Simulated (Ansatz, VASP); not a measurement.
## One calculation of BeTe, two programs

```
Be Te
1.0
     3.86360    0.00000    0.00000
    -1.93180    3.34597    0.00000
     0.00000    0.00000    6.00340
Be Te
2 2
Direct
  0.00000 0.00000 0.00000
  0.00000 0.00000 0.50000
  0.33333 0.66667 0.25000
  0.66667 0.33333 0.75000
```

Alike in both runs: task single point; functional HSE06; k mesh 6 × 6 × 4; occupations fermi-dirac, width 0.02 eV; no spin polarisation.

|  | VASP | Ansatz |
| --- | --- | --- |
| version | VASP 6.6.1 | Ansatz 0.2.0 |
| potentials or method | VASP PAW PBE potentials, release 64 (Be, Te) | plane waves, PAW |
| plane-wave cutoff (eV) | 520 | 420 |
| valence electrons in the cell | 16 | 36 |

|  | VASP | Ansatz | Ansatz less VASP |
| --- | --- | --- | --- |
| pressure (GPa) | -1.5 | -1.3 | +0.25 |
| largest component of the traceless stress (GPa) | 0.20 | 0.26 | +0.057 |

The two sets of potentials don't hold the same shells in valence. Ansatz warned: «filled_band_counts_differ_across_k_points».

Caveats: the PAW data sets were made with another functional, which shifts forces and pressure a little (VASP). The runs have no spin-orbit coupling, so splittings on Te are missing.
